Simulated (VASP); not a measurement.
Output of a VASP run:

### OSZICAR
```
       N       E                     dE             d eps       ncg     rms          rms(c)
DAV:   1     0.154936017613E+03    0.15494E+03   -0.15390E+04   512   0.164E+03
DAV:   2    -0.125988897128E+02   -0.16753E+03   -0.16357E+03   648   0.326E+02
DAV:   3    -0.186454382685E+02   -0.60465E+01   -0.60392E+01   664   0.644E+01
DAV:   4    -0.189012116891E+02   -0.25577E+00   -0.25573E+00   776   0.958E+00
DAV:   5    -0.189040894231E+02   -0.28777E-02   -0.28777E-02   648   0.103E+00    0.169E+01
DAV:   6    -0.176020278682E+02    0.13021E+01   -0.68242E+00   512   0.183E+01    0.143E+01
DAV:   7    -0.175828263280E+02    0.19202E-01   -0.18927E-01   672   0.399E+00    0.724E+00
DAV:   8    -0.175920453211E+02   -0.92190E-02   -0.33105E-02   664   0.230E+00    0.570E-01
DAV:   9    -0.175991875945E+02   -0.71423E-02   -0.10628E-02   680   0.727E-01    0.459E-01
DAV:  10    -0.176000743864E+02   -0.88679E-03   -0.10606E-03   584   0.243E-01    0.151E-01
DAV:  11    -0.176002811949E+02   -0.20681E-03   -0.31367E-04   560   0.119E-01    0.287E-02
DAV:  12    -0.176002985159E+02   -0.17321E-04   -0.27817E-05   696   0.362E-02    0.204E-02
DAV:  13    -0.176002993382E+02   -0.82229E-06   -0.39085E-06   624   0.140E-02    0.581E-03
DAV:  14    -0.176002991635E+02    0.17466E-06   -0.26667E-07   592   0.454E-03    0.116E-03
DAV:  15    -0.176002991454E+02    0.18181E-07   -0.62398E-08   456   0.196E-03
   1 F= -.17301158E+02 E0= -.17301158E+02  d E =-.173012E+02
       N       E                     dE             d eps       ncg     rms          rms(c)
DAV:   1    -0.176466663447E+02   -0.46367E-01   -0.10194E+00   568   0.934E+00    0.205E+00
DAV:   2    -0.176024498072E+02    0.44217E-01   -0.23839E-01   512   0.378E+00    0.405E-01
DAV:   3    -0.175985661401E+02    0.38837E-02   -0.68464E-03   848   0.758E-01    0.306E-01
DAV:   4    -0.175977603480E+02    0.80579E-03   -0.30508E-03   856   0.343E-01    0.301E-01
DAV:   5    -0.175979691553E+02   -0.20881E-03   -0.29828E-04   840   0.123E-01    0.494E-02
DAV:   6    -0.175979741797E+02   -0.50243E-05   -0.25289E-04   904   0.104E-01    0.230E-02
DAV:   7    -0.175979799593E+02   -0.57796E-05   -0.68831E-06   800   0.210E-02    0.565E-03
DAV:   8    -0.175979801158E+02   -0.15652E-06   -0.15367E-07   552   0.344E-03    0.135E-03
DAV:   9    -0.175979800681E+02    0.47674E-07   -0.35857E-08   488   0.881E-04
   2 F= -.17303202E+02 E0= -.17303202E+02  d E =-.204439E-02
```

### OUTCAR
```
------------------------ aborting loop because EDIFF is reached ----------------------------------------
  FORCE on cell =-STRESS in cart. coord.  units (eV):
  Direction    XX          YY          ZZ          XY          YZ          ZX
  --------------------------------------------------------------------------------------
  Total        0.3227957      0.3227957      0.3227957     -0.0000000     -0.0000000     -0.0000000
  in kB       10.9504848     10.9504848     10.9504848     -0.0000000     -0.0000000     -0.0000000
  external PRESSURE =       0.9504848 kB  Pullay stress =      10.0000000 kB
  volume of cell :       47.23
      direct lattice vectors                 reciprocal lattice vectors
     0.000000000  2.868963432  2.868963432    -0.174278973  0.174278973  0.174278973
     2.868963432  0.000000000  2.868963432     0.174278973 -0.174278973  0.174278973
     2.868963432  2.868963432  0.000000000     0.174278973  0.174278973 -0.174278973
 POSITION                                       TOTAL-FORCE (eV/Angst)
 -----------------------------------------------------------------------------------
      2.86896      0.00000      2.86896         0.000000      0.000000     -0.000000
      1.43448      1.43448      1.43448         0.000000      0.000000      0.000000
      4.30345      4.30345      4.30345        -0.000000     -0.000000     -0.000000
 -----------------------------------------------------------------------------------
    total drift:                                0.000000      0.000000      0.000000
  FREE ENERGIE OF THE ION-ELECTRON SYSTEM (eV)
  ---------------------------------------------------
  free  energy   TOTEN  =       -17.5979800681 eV

  energy  without entropy=      -17.5979800681  energy(sigma->0) =      -17.59798007
  enthalpy is  TOTEN    =       -17.3032024865 eV   P V=        0.2947775816

 reached required accuracy - stopping structural energy minimisation
```
(Selected blocks of OUTCAR.)

### POSCAR
```
SrF2
1
    0.0000000000     2.8830501593     2.8830501593
    2.8830501593     0.0000000000     2.8830501593
    2.8830501593     2.8830501593     0.0000000000
Sr F
1 2
Direct
  0.0000000000   0.0000000000   0.0000000000
  0.2500000000   0.2500000000   0.2500000000
  0.7500000000   0.7500000000   0.7500000000
```

Question: Reconstruct the remaining input files.

Answer: One answer among several that fit: the input of the run itself, PBEsol GGA, plane waves, VASP's PBE PAW potentials (set 64).

File KPOINTS:
```
Automatic mesh
0
Gamma
6 6 6
0 0 0
```

### INCAR
```
# general
SYSTEM   =  SrF2
PREC     =  Accurate
ENCUT    =  600   # plane-wave cut-off (eV)
LREAL    =  .FALSE.
LASPH    =  .TRUE.   # aspherical one-centre terms

# electronic loop
EDIFF    =  1E-7
NELM     =  100   # most electronic steps
ALGO     =  Normal
LMAXMIX  =  4

# smearing
ISMEAR   =  0   # Gaussian
SIGMA    =  0.05

# functional
GGA      =  PS   # PBEsol

# ions
IBRION   =  2   # conjugate gradients
NSW      =  40
ISIF     =  3   # ions, shape and volume
EDIFFG   =  -0.01   # ionic stop
PSTRESS  =  10

# output
LWAVE    =  .FALSE.
LCHARG   =  .FALSE.
```

POTCAR, in this order: Sr_sv F (PBE.64 set). Program: vasp_std.

The compound is SrF2 in the fluorite structure. This run relaxes it under an external pressure of 1 GPa. Symmetry was kept, so distortions that lower it aren't found.
